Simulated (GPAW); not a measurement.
# Hf: single point with PBE

The system is Hf.

```
Hf
1.0
     3.12635    0.00000    0.00000
    -1.04212    2.94755    0.00000
    -1.04212   -1.47378    2.55266
Hf
1
Direct
  0.00000 0.00000 0.00000
```

This isn't the form of Hf at room conditions, which is hcp.

| Item | Value |
| --- | --- |
| Program | GPAW 26.7.0 |
| Task | single point |
| Functional | PBE |
| Potentials or basis | GPAW PAW data sets (gpaw-data 1.2.1) |
| Cutoff | 700 eV |
| Basis | pw |
| k mesh | 10 × 10 × 10 |
| Occupations | fermi-dirac, width 0.05 eV |
| Spin | no spin polarisation |

* Pressure: -4.6 GPa
* Band gap on the k mesh: none (metal or under the smearing width)

Levels at points of the mesh, in eV from the Fermi level:
```tsv
k point	band 2	band 3	band 4	band 5	band 6	band 7	band 8	band 9	band 10
(0.00, 0.00, 0.00)	-30.07	-30.07	-30.07	-6.84	1.49	1.49	1.49	4.11	4.11
(0.50, 0.50, 0.00)	-30.75	-30.29	-30.07	-3.20	-0.41	0.86	3.92	4.86	7.15
(0.50, 0.50, 0.50)	-30.55	-30.55	-30.55	-2.36	-2.36	6.39	6.39	6.39	6.83
```

Run time: 12 s on 1 thread of Intel(R) Xeon(R) Processor @ 2.70GHz, with other jobs on the host, peak memory 0.15 GiB.

The run has no spin-orbit coupling, so splittings on Hf are missing.
